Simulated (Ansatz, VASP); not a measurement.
# Two plane-wave programs on TiO2

```xyz
6
Lattice="2.7060 -2.7067 0.0000 2.7060 2.7067 0.0000 -2.6335 0.0000 4.7966" Properties=species:S:1:pos:R:3 pbc="T T T"
Ti    2.0477    1.9807    1.1992
Ti    0.7309   -1.9807    3.5975
O    -0.6205   -0.6563    3.2001
O     3.3990    0.6563    1.5966
O     2.0823   -0.6563    3.9949
O     0.6963    0.6563    0.8018
```

The cell is a database's computed one.

Alike in both runs: task single point; functional PBEsol; k mesh 5 × 5 × 4; no spin polarisation.

```csv
,VASP,Ansatz
version,VASP 6.6.1,Ansatz 0.2.0
potentials or method,"VASP PAW PBE potentials, release 64 (Ti_sv, O)","plane waves, PAW"
plane-wave cutoff (eV),520,420
occupations,"gaussian, width 0.01 eV",fixed
valence electrons in the cell,48,48
```

Ansatz gave:

| Quantity | Value |
| --- | --- |
| gap on the k mesh at the Fermi level (eV) | 2.01 |

Task: Which values does VASP return?

Result: gap on the k mesh at the Fermi level (eV): 1.99.

Caveats: an odd mesh through Γ misses points on the zone boundary, where band edges often lie.
